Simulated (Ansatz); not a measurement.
# RuS2 (CdI2 type): a single-point run

Wanted: a converged single-point run for RuS2 (CdI2 type), and a check of what comes out. The structure is shown as the input types it.

Program: Ansatz 0.2.0. Level of theory: DFT PBE, scalar-relativistic, plane waves, PAW. These are calculated values, not measurements.

4 further runs of the same task are left out: 4 that didn't finish. Runs told in other sessions of the task aren't counted.

## (1) The structure to begin with

The structure is trigonal, space group P-3m1 (No. 164). The conventional cell has a = 3.436 Å, b = 3.436 Å, c = 5.159 Å, α = 90.00°, β = 90.00°, γ = 120.00°. Ru (site symmetry -3m) has 6 S at 2.38 Å in its first shell of neighbours. S (site symmetry 3m) has 3 Ru at 2.38 Å in its first shell of neighbours.

Coordinates:

```cif
data_structure
_symmetry_space_group_name_H-M 'P 1'
_symmetry_Int_Tables_number 1
_cell_length_a 3.4363
_cell_length_b 3.4363
_cell_length_c 5.1593
_cell_angle_alpha 90.000
_cell_angle_beta 90.000
_cell_angle_gamma 120.000
_cell_volume 52.76
loop_
_atom_site_label
_atom_site_type_symbol
_atom_site_fract_x
_atom_site_fract_y
_atom_site_fract_z
_atom_site_occupancy
Ru1 Ru 0.00000 0.00000 0.00000 1
S1 S 0.33333 0.66667 0.25378 1
S2 S 0.66667 0.33333 0.74622 1
```

## (2) The calculation

input.yaml

```yaml
crystal:
  lattice:
    - [3.436329560626, 0.0, 0.0]
    - [-1.718164780313, 2.975948695278, 0.0]
    - [0.0, 0.0, 5.1593450393]
  atoms:
    - { symbol: Ru, position: [0.0, 0.0, 0.0], spin: 2.0 }
    - { symbol: S, position: [0.3333333333333, 0.6666666666667, 0.2537758778] }
    - { symbol: S, position: [0.6666666666667, 0.3333333333333, 0.7462241222] }
basis:
  ecutwfc: "120 eV"
  ecutrho_ratio: 4
kpoints:
  mp_grid: { grid: [12, 12, 8] }
hamiltonian:
  xc: pbe
scf:
  occupations: { method: gaussian, width: 0.05 }
  max_iter: 50
output:
  forces: true
  stress: true
magnetization:
  spin_polarized: true
```

Run with:

```console
$ ansatz run input.yaml --threads 2 --pin off --max-ram 2662MiB --backend cpu --events-out ev --progress --plain --runs-dir out
```

The program printed (excerpt; [...] marks lines left out):

```text
Warning: basis.ecutwfc = 120 eV is below the records' recommended 420 eV, and the density's cutoff is lower with it unless basis.ecutrho_ratio is high enough to keep the records' density cutoff: compare with a run at a higher cutoff
Warning: basis.ecutrho_ratio = 4 (ecutrho = 480 eV) is below the records' recommended 1680 eV
Warning: RAYON_NUM_THREADS=2 ignored (pool sized by the plan → 2); use --threads N
[...]
Pseudopotentials: kind: paw
Pseudopotential: Ru, paw, valence charge 16, recommended cutoff 420 eV (normal), Ru.paw.azcp
Pseudopotential: S, paw, valence charge 6, recommended cutoff 420 eV (normal), S.paw.azcp
Functional definition: PBE
[...]
Crystal: 3 atoms, lattice volume = 52.761 Å³
Basis set: ecut = 120 eV, 159 PW (Γ), exchange–correlation on 30×30×40 points (8 copies of the dense FFT grid, shifted against one another)
Bands: 19, of which v1, the nominal top of the filled ones, is band 14 counted from 1 (13 counted from 0)
Symmetry: 12 space group operations
Space group: P-3m1 (ITA 164), of the structure as read, at distance tolerance 3.8e-5 Å
Magnetic group: BNS 164.85 (UNI 1315), of the structure as read, at distance tolerance 3.8e-5 Å
k-points: 131 of 1152
[...]
Starting moments: Σ|m| = 2 μB on 1 of 3 sites
[...]
SCF iter   1: F=—  HF=-7634.579379 eV  |F-HF|=—  |Δ(HF+E_count)|=         —  Δρ=2.40e-1 (↑2.40e-1 ↓1.77e-1)  dr2=1.03e2  dr2_m=5.54e-1  M=1.845 μB ∫|m|=1.878 μB  β_m=0.30  ethr=3.10e-3  ⟨swp⟩=5.9  Hψ=22630  notcnv=0
[...]
spin=Collinear: Kerker preconditioning applied to the charge; magnetization (m = ρ↑ − ρ↓) channel mixes plain (no charge-response kernel on spin).
[...]
SCF iter  18: F=-7568.016138 eV  HF=-7568.016138 eV  |F-HF|=5.93e-10  |Δ(HF+E_count)|=   7.81e-9  Δρ=4.97e-7 (↑4.97e-7 ↓4.60e-7)  dr2=8.95e-10  dr2_m=2.13e-12  M=-0.000 μB ∫|m|=0.000 μB  ethr=2.48e-11  ⟨swp⟩=1.0  Hψ=13447  notcnv=0
[...]
WARN: the starting moments were not kept: the SCF closed with an absolute magnetisation of 2.9e-6 μB, where they sum to 2 μB in size (1 site). That is at most 0.1 of that sum. Measured as dr2_m measures the in/out step, that magnetisation stands 1.1e-12 eV from none, at or under the [...]
SCF converged after 18 iterations
Magnetization: -0.0000 μB (14.0000 up, 14.0000 down)
Absolute magnetization: 0.0000 μB (∫|ρ↑−ρ↓|, with the PAW one-centre terms)
Spin contamination: 0.0000 ħ² per cell (⟨S²⟩ above its minimum at these occupations)
Per-site moments (μB) at R_I (Å): [(-1.1249921670292282e-6, 0.9805388008724469), (-4.3964553914398254e-7, 0.9805388008724472), (-4.396455391503891e-7, 0.9805388008724469)]
Free energy (F): -7568.016138 eV
[...]
E sigma→0 (E₀):  -7568.014798 eV
Entropy (-TS):   -0.002680 eV (-0.893 meV/atom)
Fermi energy:    11.351295 eV
[...]
--- Forces (eV/Å), atoms counted from 1 ---
  atom   1  Ru    -0.00000000    -0.00000000     0.00000000
  atom   2  S      0.00000000     0.00000000     2.31806140
  atom   3  S      0.00000000    -0.00000000    -2.31806140
[...]
--- Stress (GPa, compression-positive) ---
       -5.602733      -0.000000       0.000000
       -0.000000      -5.602733       0.000000
        0.000000       0.000000      -1.719796
  P = ⅓ Tr σ = -4.3084 GPa (-43.084 kbar)
```

Run time: 3.3 s. Hardware: 2 threads of Arm Neoverse V2, shared host; peak memory 0.29 GiB.

## (3) A second look at the input

The program finished normally, with warnings (cutoff below recommended, seeded moment not kept). It gives a largest force of 2.3 eV/Å, which is large; a structure far from rest gives such values too, whatever the setting.

The suspect setting: basis.ecutwfc is 120 eV. With so few plane waves the basis is incomplete by a wide margin. The potentials' recommended cutoff is 420 eV.

The test: set basis.ecutwfc to 420.

## (4) Second run, to compare

Besides the cure, the input differs in starting moments or positions, scf.max_iter, kpoints.band_path, scf.lower_state_search, scf.n_extra_bands, output requests, the start file.

input.yaml

```yaml
crystal:
  lattice:
    - [3.4363295606, 0.0, 0.0]
    - [-1.7181647803, 2.9759486953, 0.0]
    - [0.0, 0.0, 5.1593450393]
  atoms:
    - { symbol: Ru, position: [0.0, 0.0, 0.0], spin: 0.58 }
    - { symbol: S, position: [0.3333333333, 0.6666666667, 0.2537758778] }
    - { symbol: S, position: [0.6666666667, 0.3333333333, 0.7462241222] }
basis:
  ecutwfc: 420
  ecutrho_ratio: 4
kpoints:
  mp_grid: { grid: [12, 12, 8] }
  band_path:
    path:
      - [[0.0, 0.0, 0.0], [0.5, 0.0, 0.0], [0.33333333, 0.33333333, 0.0], [0.0, 0.0, 0.0], [0.0, 0.0, 0.5], [0.5, 0.0, 0.5], [0.33333333, 0.33333333, 0.5], [0.0, 0.0, 0.5]]
      - [[0.5, 0.0, 0.5], [0.5, 0.0, 0.0]]
      - [[0.33333333, 0.33333333, 0.5], [0.33333333, 0.33333333, 0.0]]
    npoints: 14
hamiltonian:
  xc: pbe
scf:
  occupations: { method: gaussian, width: 0.05 }
  lower_state_search: "off"
  n_extra_bands: 13
output:
  forces: true
  stress: true
  eigenvalues: true
  populations: true
  dos: { projected: true, de: 0.02, nscf_kmesh: { grid: [18, 18, 12] } }
  bader: true
  write_density: true
  write_potential: true
  elf: true
  volumetric_format: npy
magnetization:
  spin_polarized: true
checkpoint:
  read: start.run
  write: ck
  compress: false
  write_wavefunctions: false
  write_every: 100000
```

Run with:

```console
$ ansatz run input.yaml --threads 2 --pin off --max-ram 2662MiB --backend cpu --events-out ev --progress --plain --runs-dir out
```

The main lines of its log:

```text
[...]
Basis set: ecut = 420 eV, 1037 PW (Γ), exchange–correlation on 48×48×72 points (8 copies of the dense FFT grid, shifted against one another)
[...]
Magnetic group: BNS 164.85 (UNI 1315), of the structure as read, at distance tolerance 3.8e-5 Å
k-points: 131 of 1152
[...]
SCF iter   1: F=—  HF=-7683.344261 eV  |F-HF|=—  |Δ(HF+E_count)|=         —  Δρ=2.31e-7 (↑2.19e-7 ↓2.31e-7)  dr2=9.78e-11  dr2_m=1.91e-12  M=0.829 μB ∫|m|=0.837 μB  β_m=0.30  ethr=2.32e-7  ⟨swp⟩=3.0  Hψ=56928  notcnv=0
[...]
preconditioner: auto → Kerker (q_TF=auto, 2.455 Å⁻¹)  [metal: Δε(μ)=0.003 eV  Ē_g=14.058 eV  σ=0.050 eV  W_gap=0.03  n_scr=22 (ndim 8)  ℏωp=22.9 eV  f_vac=0.006  D(μ)=3.34/eV (n_scr^D=34)]
[...]
SCF iter   2: F=-7683.344261 eV  HF=-7683.344261 eV  |F-HF|=6.37e-12  |Δ(HF+E_count)|=   9.62e-9  Δρ=7.74e-8 (↑3.30e-8 ↓7.74e-8)  dr2=7.72e-12  dr2_m=4.29e-13  M=0.829 μB ∫|m|=0.837 μB  ethr=1.00e-12  ⟨swp⟩=9.1  Hψ=34835  notcnv=0
[...]
SCF converged after 2 iterations
Magnetization: 0.8291 μB (14.4146 up, 13.5854 down)
[...]
Free energy (F): -7683.344261 eV
[...]
E sigma→0 (E₀):  -7683.342177 eV
[...]
Fermi energy:    10.447661 eV
[...]
  P = ⅓ Tr σ = 0.0174 GPa (0.174 kbar)
[...]
```

Run time: 29 s. Hardware: 2 threads of Arm Neoverse V2, shared host; peak memory 0.77 GiB.

Density in a lattice plane of the grid's cell (edges 3.44 and 5.16 Å, at 0.000 of the third edge), which holds Ru.

Values in e/Å³, 12 rows by 8 columns:
```
 7.76  4.48  0.91  0.31  0.25  0.31  0.91  4.48
 1.60  0.89  0.42  0.38  0.40  0.38  0.42  0.89
 0.24  0.23  0.27  0.39  0.46  0.39  0.27  0.23
 0.08  0.09  0.16  0.27  0.34  0.27  0.16  0.09
 0.03  0.04  0.08  0.14  0.17  0.14  0.08  0.04
 0.02  0.03  0.05  0.08  0.10  0.08  0.05  0.03
 0.03  0.04  0.08  0.14  0.17  0.14  0.08  0.04
 0.08  0.09  0.16  0.27  0.34  0.27  0.16  0.09
 0.24  0.23  0.27  0.39  0.46  0.39  0.27  0.23
 1.60  0.89  0.42  0.38  0.40  0.38  0.42  0.89
 7.76  4.48  0.91  0.31  0.25  0.31  0.91  4.48
10.09  7.63  1.58  0.29  0.19  0.29  1.58  7.63
```
Columns run along the first of these edges and rows up along the second, over one cell in 8 and 12 even steps from the bottom left corner. Atoms in the plane (fractional): Ru at (0.00, 0.00).

ELF in the same plane.

Values, 12 rows by 8 columns:
```
0.66 0.62 0.29 0.27 0.35 0.27 0.29 0.62
0.51 0.32 0.28 0.56 0.65 0.56 0.28 0.32
0.21 0.22 0.43 0.70 0.73 0.69 0.44 0.22
0.11 0.14 0.37 0.64 0.71 0.64 0.37 0.14
0.03 0.04 0.14 0.33 0.42 0.33 0.14 0.04
0.01 0.01 0.04 0.08 0.11 0.08 0.04 0.01
0.03 0.04 0.14 0.33 0.42 0.33 0.14 0.04
0.11 0.14 0.38 0.64 0.71 0.64 0.37 0.14
0.21 0.22 0.44 0.69 0.73 0.70 0.43 0.22
0.51 0.32 0.28 0.56 0.65 0.56 0.28 0.32
0.66 0.62 0.29 0.27 0.35 0.27 0.29 0.62
0.14 0.64 0.44 0.18 0.17 0.18 0.44 0.64
```
Columns run along the first of these edges and rows up along the second, over one cell in 8 and 12 even steps from the bottom left corner. Atoms in the plane (fractional): Ru at (0.00, 0.00).

Both are smooth fields of the valence electrons: close to the nuclei they are not physical.

Spin density (up less down) in a lattice plane of the grid's cell (edges 3.44 and 5.16 Å, at 0.000 of the third edge), which holds Ru.

Ten even steps from '0' (0.00 e/Å³) to '9' (0.36 e/Å³):
```
8643210000012346
7521100000001125
4310000000000013
1000000000000000
0000000000000000
0000000000000000
0000000000000000
0000000000000000
0000000000000000
0000000000000000
0000000000000000
0000000000000000
0000000000000000
0000000000000000
0000000000000000
1000000000000000
4310000000000013
7521100000001125
8643210000012346
9875310000013578
```
Columns run along the first of these edges and rows up along the second, over one cell in 16 and 20 even steps from the bottom left corner. Atoms in the plane (fractional): Ru at (0.00, 0.00).

Outside the cores ELF peaks at 0.93 beside S, off the lines to its neighbours, 0.9 Å from S; 0.87 on the S–Ru line, 0.8 Å from S.

```csv
run,ending,energy change,pressure (GPa),gap (eV),abs. moment (μB),force (eV/Å),cycles,time
first try,converged,+38.44 eV/atom,-4.3,0.00,0.00,2.32,18,3.3 s
second try,converged,0,0.0,0.00,0.84,0.00,-,29 s
```

## (5) Summary of results

| quantity | value |
| --- | --- |
| first try | converged, 18 SCF cycles |
| fault in the input | cutoff far too low |
| second try | converged, 2 SCF cycles |
| energy (zero set by the potentials) | -7683.3443 eV |
| pressure | 0.02 GPa |
| gap on the mesh | none (metal on this mesh) |
| absolute moment | 0.84 μB |
| largest force | 0.002 eV/Å |

Both runs converge, but the first lies +38.44 eV/atom from the second; in the second, the pressure goes from -4.3 to 0.0 GPa, the absolute moment goes from 0.00 to 0.84 μB, the largest force goes from 2.32 to 0.00 eV/Å. The second, on usual settings, is the one to trust of the two, though its own convergence isn't tested here.
